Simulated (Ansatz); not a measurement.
## Band gap of SiO2 (Stishovite) from density functionals to GW

What gap does each level of theory give for SiO2 (Stishovite), and in what time?

Calculated with Ansatz 0.2.0; density functionals, hybrids and G0W0, plane waves, PAW.

Most raw output is cut from this account.

In doubt: masses and optical values from hybrid runs of this build are listed as unsure (step 10), which bears on the screening that GW takes from such a start.

### Step 1. Starting point

The structure is tetragonal, space group P4_2/mnm (No. 136). The conventional cell has a = 4.177 Å, b = 4.177 Å, c = 2.665 Å, α = 90.00°, β = 90.00°, γ = 90.00°. Nearest to Si lie 6 O at 1.76 to 1.81 Å. Nearest to O lie 3 Si at 1.76 to 1.81 Å. Farther neighbours and most contacts between anions are not listed.

Structure file:

```cif
data_structure
_symmetry_space_group_name_H-M 'P 1'
_symmetry_Int_Tables_number 1
_cell_length_a 4.1773
_cell_length_b 4.1773
_cell_length_c 2.6652
_cell_angle_alpha 90.000
_cell_angle_beta 90.000
_cell_angle_gamma 90.000
_cell_volume 46.51
loop_
_atom_site_label
_atom_site_type_symbol
_atom_site_fract_x
_atom_site_fract_y
_atom_site_fract_z
_atom_site_occupancy
Si1 Si 0.00000 0.00000 0.00000 1
Si2 Si 0.50000 0.50000 0.50000 1
O3 O 0.30590 0.30590 0.00000 1
O4 O 0.19410 0.80590 0.50000 1
O5 O 0.69410 0.69410 0.00000 1
O6 O 0.80590 0.19410 0.50000 1
```

The cell and positions come from the Crystallography Open Database and are kept as given unless a step says otherwise. The default PAW set here is soft_2. Its files were made with PBE.

### Step 2. LDA on the 6×6×8 mesh

This step: DFT, LDA, plane waves, PAW.

Contents of input.yaml:

```yaml
crystal:
  lattice:
    - [4.1773, 0.0, 0.0]
    - [0.0, 4.1773, 0.0]
    - [0.0, 0.0, 2.6652]
  atoms:
    - { symbol: Si, position: [0.0, 0.0, 0.0] }
    - { symbol: Si, position: [0.5, 0.5, 0.5] }
    - { symbol: O, position: [0.3059, 0.3059, 0.0] }
    - { symbol: O, position: [0.1941, 0.8059, 0.5] }
    - { symbol: O, position: [0.6941, 0.6941, 0.0] }
    - { symbol: O, position: [0.8059, 0.1941, 0.5] }
kpoints:
  mp_grid: { grid: [6, 6, 8] }
  band_path:
    path:
      - [0.0, 0.0, 0.0]
      - [0.0, 0.5, 0.0]
      - [0.5, 0.5, 0.0]
      - [0.0, 0.0, 0.5]
      - [0.0, 0.5, 0.5]
      - [0.5, 0.5, 0.5]
    npoints: 1
hamiltonian:
  xc: lda
scf:
  occupations: { method: fixed }
  n_extra_bands: 6
output:
  eigenvalues: true
  write_density: true
  write_potential: true
  elf: true
  volumetric_format: npy
```

Command:

```console
$ ansatz run input.yaml --threads 3 --pin off --max-ram 92160MiB --backend cuda --events-out ev --progress --plain --runs-dir out --devices 1 --max-vram 13GiB
```

It took 4.8 s on 1 × NVIDIA H100 80GB HBM3 (shared by 6 runs) with 3 threads of AMD EPYC 7R13 (Zen 3), shared host; peak memory 0.85 GiB.

Numbers from this step:

| Property | Result |
| --- | --- |
| gap | 5.615 eV |
| valence top at | Γ |
| conduction bottom at | Γ |
| least direct gap | 5.615 eV |

Over mesh and listed points the gap is 5.615 eV, direct, at k = Γ.

### Step 3. PBEsol on the 6×6×8 mesh

This step: DFT, PBEsol, plane waves, PAW.

Changes to input.yaml since step 2:

```diff
@@ -24,3 +24,3 @@
 hamiltonian:
-  xc: lda
+  xc: pbesol
 scf:
@@ -30,5 +30 @@
   eigenvalues: true
-  write_density: true
-  write_potential: true
-  elf: true
-  volumetric_format: npy
```

Elapsed: 12 s, on 1 × NVIDIA H100 80GB HBM3 (shared by 6 runs) with 3 threads; peak memory 0.89 GiB.

This step gave:

| Quantity | Value |
| --- | --- |
| gap | 5.586 eV |
| valence top at | Γ |
| conduction bottom at | Γ |
| least direct gap | 5.586 eV |

Over mesh and listed points the gap is 5.586 eV, direct, at k = Γ. PBEsol against LDA: 5.586 − 5.615 = −0.029 eV, with the same mesh, files and cutoff, and both edges at the same k points.

### Step 4. PBE on the 6×6×8 mesh

Levels along a band path and on the mesh show where this functional puts the band edges.

This step: DFT, PBE, plane waves, PAW.

Changes to input.yaml since step 3:

```diff
@@ -16,13 +16,10 @@
     path:
-      - [0.0, 0.0, 0.0]
-      - [0.0, 0.5, 0.0]
-      - [0.5, 0.5, 0.0]
-      - [0.0, 0.0, 0.5]
-      - [0.0, 0.5, 0.5]
-      - [0.5, 0.5, 0.5]
-    npoints: 1
+      - [[0.0, 0.0, 0.0], [0.0, 0.5, 0.0], [0.5, 0.5, 0.0], [0.0, 0.0, 0.0], [0.0, 0.0, 0.5], [0.0, 0.5, 0.5], [0.5, 0.5, 0.5], [0.0, 0.0, 0.5]]
+      - [[0.0, 0.5, 0.0], [0.0, 0.5, 0.5]]
+      - [[0.5, 0.5, 0.0], [0.5, 0.5, 0.5]]
+    npoints: 10
 hamiltonian:
-  xc: pbesol
+  xc: pbe
 scf:
-  occupations: { method: fixed }
+  occupations: { method: fermi_dirac, width: 0.02 }
   n_extra_bands: 6
@@ -30 +27,5 @@
   eigenvalues: true
+  write_density: true
+  write_potential: true
+  elf: true
+  volumetric_format: npy
```

Wall time 9.5 s (1 × NVIDIA H100 80GB HBM3 (shared by 6 runs) with 3 threads); peak memory 0.88 GiB; 3.9 s of CPU time.

This step gave:

```
gap                  : 5.638 eV
valence top at       : Γ
conduction bottom at : Γ
least direct gap     : 5.638 eV
```

Over mesh and path the gap is 5.638 eV, direct, at k = Γ. PBE against PBEsol: 5.638 − 5.586 = +0.052 eV, with the same mesh, files and cutoff, and both edges at the same k points.

### Step 5. r2SCAN on the 6×6×8 mesh

r2SCAN is a meta-GGA: it depends on the kinetic-energy density as well as on the density and its gradient.

This step: DFT, r2SCAN, plane waves, PAW.

Contents of input.yaml:

```yaml
crystal:
  lattice:
    - [4.1773, 0.0, 0.0]
    - [0.0, 4.1773, 0.0]
    - [0.0, 0.0, 2.6652]
  atoms:
    - { symbol: Si, position: [0.0, 0.0, 0.0] }
    - { symbol: Si, position: [0.5, 0.5, 0.5] }
    - { symbol: O, position: [0.3059, 0.3059, 0.0] }
    - { symbol: O, position: [0.1941, 0.8059, 0.5] }
    - { symbol: O, position: [0.6941, 0.6941, 0.0] }
    - { symbol: O, position: [0.8059, 0.1941, 0.5] }
kpoints:
  mp_grid: { grid: [6, 6, 8] }
  band_path:
    path:
      - [0.0, 0.0, 0.0]
      - [0.0, 0.5, 0.0]
      - [0.5, 0.5, 0.0]
      - [0.0, 0.0, 0.5]
      - [0.0, 0.5, 0.5]
      - [0.5, 0.5, 0.5]
    npoints: 1
hamiltonian:
  xc: r2scan
scf:
  occupations: { method: fixed }
  n_extra_bands: 6
output:
  eigenvalues: true
```

It took 8.9 s on 1 × NVIDIA H100 80GB HBM3 (shared by 6 runs) with 3 threads; peak memory 0.89 GiB; 4.1 s of CPU time.

Numbers from this step:

```
gap                  : 6.598 eV
valence top at       : Γ
conduction bottom at : Γ
least direct gap     : 6.598 eV
```

Over mesh and listed points the gap is 6.598 eV, direct, at k = Γ. r2SCAN against PBE: 6.598 − 5.638 = +0.960 eV. The runs also differ in plane-wave cutoff (420 eV and 500 eV), so how much of this comes from the functional alone is not known.

### Step 6. HSE06 on the 4×4×6 mesh

HSE06 mixes in a quarter of exact exchange at short range.

This step: DFT, HSE06, plane waves, PAW.

Changes to input.yaml since step 5:

```diff
@@ -13,3 +13,3 @@
 kpoints:
-  mp_grid: { grid: [6, 6, 8] }
+  mp_grid: { grid: [4, 4, 6] }
   band_path:
@@ -24,3 +24,3 @@
 hamiltonian:
-  xc: r2scan
+  xc: hse06
 scf:
```

Elapsed: 12 s, on 1 × NVIDIA H100 80GB HBM3 (shared by 6 runs) with 3 threads; peak memory 1.3 GiB.

This step gave:

* gap: 7.749 eV
* valence top at: Γ
* conduction bottom at: Γ
* least direct gap: 7.749 eV
* exact-exchange fraction: 0.25

Over mesh and listed points the gap is 7.749 eV, direct, at k = Γ. HSE06 against PBE: 7.749 − 5.638 = +2.111 eV. The runs also differ in mesh (6×6×8 and 4×4×6), so how much of this comes from the functional alone is not known.

### Step 7. PBE0 on the 4×4×6 mesh

PBE0 mixes in a quarter of exact exchange at all distances.

This step: DFT, PBE0, plane waves, PAW.

Changes to input.yaml since step 6:

```diff
@@ -24,3 +24,3 @@
 hamiltonian:
-  xc: hse06
+  xc: pbe0
 scf:
```

The job ended after 16 s (1 × NVIDIA H100 80GB HBM3 (shared by 6 runs) with 3 threads; peak memory 1.3 GiB).

This step gave:

```yaml
gap: 8.520 eV
valence_top_at: Γ
conduction_bottom_at: Γ
least_direct_gap: 8.520 eV
exact_exchange_fraction: 0.25
```

Over mesh and listed points the gap is 8.520 eV, direct, at k = Γ. PBE0 against HSE06: 8.520 − 7.749 = +0.771 eV, with the same mesh, files and cutoff, and both edges at the same k points.

### Step 8. DDH-PBE0 on the 4×4×6 mesh

The input asks for a share of exact exchange of one over the crystal's ε∞, which the program works out first.

This step: DFT, dielectric-dependent PBE0 (fraction 1/eps_inf of PBE), plane waves, PAW.

Changes to input.yaml since step 7:

```diff
@@ -12,2 +12,3 @@
     - { symbol: O, position: [0.8059, 0.1941, 0.5] }
+  host: atoms
 kpoints:
@@ -24,3 +25,6 @@
 hamiltonian:
-  xc: pbe0
+  xc:
+    exchange: pbe
+    correlation: pbe
+    exx: { coeff: inverse_dielectric }
 scf:
@@ -30 +34,5 @@
   eigenvalues: true
+  write_density: true
+  write_potential: true
+  elf: true
+  volumetric_format: npy
```

It took 30 s on 1 × NVIDIA H100 80GB HBM3 (shared by 6 runs) with 3 threads; peak memory 1.4 GiB.

This step gave:

```
gap                     : 9.008 eV
valence top at          : Γ
conduction bottom at    : Γ
least direct gap        : 9.008 eV
exact-exchange fraction : 0.2915
```

Over mesh and listed points the gap is 9.008 eV, direct, at k = Γ. DDH-PBE0 against PBE0: 9.008 − 8.520 = +0.488 eV, with the same mesh, files and cutoff, and both edges at the same k points.

### Step 9. G0W0@PBE, 4×4×6 mesh, 368 empty bands, screening to 230 eV

G0W0 replaces the xc potential by a self-energy built once from the orbitals of the start. Levels are corrected in the window of bands that the input names, at points of the mesh.

This step: G0W0 on PBE, plane waves, PAW.

Contents of input.yaml:

```yaml
crystal:
  lattice:
    - [4.1773, 0.0, 0.0]
    - [0.0, 4.1773, 0.0]
    - [0.0, 0.0, 2.6652]
  atoms:
    - { symbol: Si, position: [0.0, 0.0, 0.0] }
    - { symbol: Si, position: [0.5, 0.5, 0.5] }
    - { symbol: O, position: [0.3059, 0.3059, 0.0] }
    - { symbol: O, position: [0.1941, 0.8059, 0.5] }
    - { symbol: O, position: [0.6941, 0.6941, 0.0] }
    - { symbol: O, position: [0.8059, 0.1941, 0.5] }
kpoints:
  mp_grid: { grid: [4, 4, 6] }
hamiltonian:
  xc: pbe
scf:
  occupations: { method: fixed }
gw:
  n_empty_bands: 368
  ecut_chi: 230.0
  qp_bands: [v2, c2]
  qp_kpoints: band_edges
  screening: { model: contour_deformation }
```

It took 19 s on 1 × NVIDIA H100 80GB HBM3 (shared by 6 runs) with 3 threads; peak memory 1.7 GiB.

This step gave:

| Quantity | Value |
| --- | --- |
| bands summed | 384 |
| RPA ε∞ on this mesh (eigenvalues) | 3.218, 3.218, 3.383 |
| plane waves in the screening matrix | 351 |
| G0W0 gap over the corrected points | 8.612 eV |
| k of the valence top | 0, 0, 0 |
| k of the conduction bottom | 0, 0, 0 |
| starting gap on the mesh | 5.638 eV |
| Z at the valence top | 0.8094 |
| Z at the conduction bottom | 0.8441 |
| least direct G0W0 gap over the corrected points | 8.612 eV |

Over 5 of 24 irreducible mesh points the G0W0 gap is 8.612 eV, direct, at k = Γ. The PBE gap of this run on the mesh is 5.638 eV. The two states that bound the G0W0 gap lie that far apart at the start, so the correction of the gap is 8.612 − 5.638 = +2.974 eV.

### Step 10. G0W0@HSE06, 4×4×6 mesh, 368 empty bands, screening to 230 eV

This step: G0W0 on HSE06, plane waves, PAW.

Changes to input.yaml since step 9:

```diff
@@ -15,3 +15,3 @@
 hamiltonian:
-  xc: pbe
+  xc: hse06
 scf:
```

The job ended after 41 s (1 × NVIDIA H100 80GB HBM3 (shared by 6 runs) with 3 threads; peak memory 2 GiB; 42 s of CPU time).

Numbers from this step:

```yaml
bands_summed: 384
rpa_eps_infinity_on_this_mesh_eigenvalues: 2.834, 2.834, 2.973
plane_waves_in_the_screening_matrix: 351
g0w0_gap_over_the_corrected_points: 9.440 eV
k_of_the_valence_top: 0, 0, 0
k_of_the_conduction_bottom: 0, 0, 0
starting_gap_on_the_mesh: 7.749 eV
z_at_the_valence_top: 0.8329
z_at_the_conduction_bottom: 0.8641
least_direct_g0w0_gap_over_the_corrected_points: 9.440 eV
```

Over 5 of 24 irreducible mesh points the G0W0 gap is 9.440 eV, direct, at k = Γ. The HSE06 gap of this run on the mesh is 7.749 eV. The two states that bound the G0W0 gap lie that far apart at the start, so the correction of the gap is 9.440 − 7.749 = +1.691 eV. G0W0@HSE06 against G0W0@PBE with 384 bands: 9.440 − 8.612 = +0.828 eV, with the same mesh, files and cutoffs, and both edges at the same k points.

### Step 11. G0W0@LDA, 4×4×6 mesh, 368 empty bands, screening to 230 eV

This step: G0W0 on LDA, plane waves, PAW.

Changes to input.yaml since step 10:

```diff
@@ -15,3 +15,3 @@
 hamiltonian:
-  xc: hse06
+  xc: lda
 scf:
```

Run time: 17 s. Hardware: 1 × NVIDIA H100 80GB HBM3 (shared by 6 runs) with 3 threads; peak memory 1.7 GiB.

This step gave:

| Item | Value |
| --- | --- |
| bands summed | 384 |
| RPA ε∞ on this mesh (eigenvalues) | 3.281, 3.281, 3.446 |
| plane waves in the screening matrix | 351 |
| G0W0 gap over the corrected points | 8.598 eV |
| k of the valence top | 0, 0, 0 |
| k of the conduction bottom | 0, 0, 0 |
| starting gap on the mesh | 5.615 eV |
| Z at the valence top | 0.8075 |
| Z at the conduction bottom | 0.8416 |
| least direct G0W0 gap over the corrected points | 8.598 eV |

Over 5 of 24 irreducible mesh points the G0W0 gap is 8.598 eV, direct, at k = Γ. The LDA gap of this run on the mesh is 5.615 eV. The two states that bound the G0W0 gap lie that far apart at the start, so the correction of the gap is 8.598 − 5.615 = +2.983 eV. G0W0@LDA against G0W0@HSE06 with 384 bands: 8.598 − 9.440 = −0.842 eV, with the same mesh, files and cutoffs, and both edges at the same k points.

### Step 12. Gap and time by level

Each gap is the least one over the points named; times are wall times on shared hosts, not benchmarks. A G0W0 time includes the run's own self-consistent start. Runs with listed points see these and the mesh alone, so an edge that moves elsewhere is missed. Rows marked * are further runs, not shown as steps, whose inputs differ from the G0W0 step on the same start in the columns given; solver thresholds can differ too.

| level | mesh | files, cutoff | bands summed, screening | points | gap (eV) | valence top | conduction bottom | least direct gap (eV) | time |
| --- | --- | --- | --- | --- | --- | --- | --- | --- | --- |
| LDA | 6×6×8 | soft_2 PAW, 420 eV | - | mesh and listed points | 5.615 | Γ | Γ | 5.615 | 4.8 s |
| PBEsol | 6×6×8 | soft_2 PAW, 420 eV | - | mesh and listed points | 5.586 | Γ | Γ | 5.586 | 12 s |
| PBE | 6×6×8 | soft_2 PAW, 420 eV | - | mesh and path | 5.638 | Γ | Γ | 5.638 | 9.5 s |
| r2SCAN | 6×6×8 | soft_2 PAW, 500 eV | - | mesh and listed points | 6.598 | Γ | Γ | 6.598 | 8.9 s |
| HSE06 | 4×4×6 | soft_2 PAW, 420 eV | - | mesh and listed points | 7.749 | Γ | Γ | 7.749 | 12 s |
| PBE0 | 4×4×6 | soft_2 PAW, 420 eV | - | mesh and listed points | 8.520 | Γ | Γ | 8.520 | 16 s |
| DDH-PBE0 | 4×4×6 | soft_2 PAW, 420 eV | - | mesh and listed points | 9.008 | Γ | Γ | 9.008 | 30 s |
| G0W0@PBE* | 4×4×6 | soft_2 PAW, 420 eV | 76, 69 eV | 5 of 24 irreducible mesh points | 8.301 | Γ | Γ | 8.301 | 12 s |
| G0W0@PBE* | 4×4×6 | soft_2 PAW, 420 eV | 187, 138 eV | 5 of 24 irreducible mesh points | 8.491 | Γ | Γ | 8.491 | 12 s |
| G0W0@PBE | 4×4×6 | soft_2 PAW, 420 eV | 384, 230 eV | 5 of 24 irreducible mesh points | 8.612 | Γ | Γ | 8.612 | 19 s |
| G0W0@PBE* | 4×4×4 | soft_2 PAW, 420 eV | 187, 138 eV | 5 of 18 irreducible mesh points | 8.484 | Γ | Γ | 8.484 | 8.9 s |
| G0W0@HSE06 | 4×4×6 | soft_2 PAW, 420 eV | 384, 230 eV | 5 of 24 irreducible mesh points | 9.440 | Γ | Γ | 9.440 | 41 s |
| G0W0@LDA | 4×4×6 | soft_2 PAW, 420 eV | 384, 230 eV | 5 of 24 irreducible mesh points | 8.598 | Γ | Γ | 8.598 | 17 s |

### Step 13. Outcome

| Property | Result |
| --- | --- |
| LDA, over mesh and listed points | 5.615 eV |
| PBEsol, over mesh and listed points | 5.586 eV |
| PBE, over mesh and path | 5.638 eV |
| r2SCAN, over mesh and listed points | 6.598 eV |
| HSE06, over mesh and listed points | 7.749 eV |
| PBE0, over mesh and listed points | 8.520 eV |
| DDH-PBE0, over mesh and listed points | 9.008 eV |
| G0W0@PBE (384 bands, 4×4×6), over 5 of 24 irreducible mesh points | 8.612 eV |
| G0W0@HSE06, over 5 of 24 irreducible mesh points | 9.440 eV |
| G0W0@LDA, over 5 of 24 irreducible mesh points | 8.598 eV |
| known limits | finite bands, screening cutoff and k mesh; no spin-orbit coupling in G0W0 |

What this shows: The rows run from 5.586 eV (PBEsol) to 9.440 eV (G0W0@HSE06). They differ in mesh, plane-wave cutoff, bands and screening cutoff of G0W0 and the points over which the gap was sought as well as in level, so only pairs that share these are like for like. PBEsol against LDA: 5.586 − 5.615 = −0.029 eV, with the same mesh, files and cutoff, and both edges at the same k points. PBE against PBEsol: 5.638 − 5.586 = +0.052 eV, with the same mesh, files and cutoff, and both edges at the same k points. PBE0 against HSE06: 8.520 − 7.749 = +0.771 eV, with the same mesh, files and cutoff, and both edges at the same k points. DDH-PBE0 against PBE0: 9.008 − 8.520 = +0.488 eV, with the same mesh, files and cutoff, and both edges at the same k points. G0W0@HSE06 against G0W0@PBE with 384 bands: 9.440 − 8.612 = +0.828 eV, with the same mesh, files and cutoffs, and both edges at the same k points. G0W0@LDA against G0W0@HSE06 with 384 bands: 8.598 − 9.440 = −0.842 eV, with the same mesh, files and cutoffs, and both edges at the same k points. The dielectric-dependent hybrid took 0.291 of exact exchange, against 0.25 in PBE0. G0W0@PBE (384 bands, 4×4×6) moves the gap of its own start on the mesh by 8.612 − 5.638 = +2.974 eV, between the same two levels. Both edges that PBE shows over mesh and path lie at k points where levels were corrected. Levels at other points were not corrected, so a lower G0W0 gap elsewhere in the zone is not ruled out. G0W0@HSE06 moves the gap of its own start on the mesh by 9.440 − 7.749 = +1.691 eV, between the same two levels. Both edges that HSE06 shows over mesh and listed points lie at k points where levels were corrected. Levels at other points were not corrected, so a lower G0W0 gap elsewhere in the zone is not ruled out. G0W0@LDA moves the gap of its own start on the mesh by 8.598 − 5.615 = +2.983 eV, between the same two levels. Both edges that LDA shows over mesh and listed points lie at k points where levels were corrected. Levels at other points were not corrected, so a lower G0W0 gap elsewhere in the zone is not ruled out. For G0W0@PBE: from 76 bands and 69 eV to 384 bands and 230 eV the gap moves by 8.612 − 8.301 = +0.311 eV (rung by rung 8.301, 8.491, 8.612 eV); bands and screening cutoff rise together, so their parts are not told apart. A line in one over the bands through the two highest rungs gives 8.612 + (8.612 − 8.491) × 187 / (384 − 187) = 8.727 eV, and through the pair below 8.491 + (8.491 − 8.301) × 76 / (187 − 76) = 8.621 eV. The two differ by 0.106 eV, not under the 0.030 eV asked, so the law does not hold well over these rungs and the limit is not known. The other G0W0 rows are shown at one basis each (384 bands), so their distance from the limit is not known here. With the 4×4×4 mesh in place of the 4×4×6 mesh and all else as in the G0W0@PBE row with 187 bands, the gap differs by 8.484 − 8.491 = −0.007 eV, and that of the start by 5.636 − 5.638 = −0.002 eV. The G0W0 runs are scalar-relativistic. G0W0@PBE runs of this series with other atomic data on the same mesh, not shown as steps, give 8.723 eV (hard PAW, 930 eV, 562 bands, screening to 299 eV); where bands and cutoffs differ too, the part of the files is not isolated.

[Paths, hosts, dates, memory and timing lines, banners, echoed tables and standing remarks are left out of the program output.]

[Logs are printed without paths, hosts, clocks, repeated set-up lines and the standing remarks that a program may print on its own settings, such as how far it seeks lower states.]

[Runs of the session that timed out or met a known fault of the program may be left out.]

[Cells called generated may have been cut or substituted from an entry of the Crystallography Open Database or the Materials Project.]

[Hosts, paths, dates, database ids (printed as entryN), source tags and the programs' standing remarks are cut or masked in the printed files.]

[Where an RPA ε∞ is given, it is that of the G0W0 mesh and is not shown converged in it. Names of k-points follow the symmetry that the program found, which can be lower than the space group named. Band edges on a path are those of the sampled points; other points can move an edge, and change direct to indirect where valleys lie close.]

[Hybrid gaps are those of their k-mesh and are not shown converged in it.]
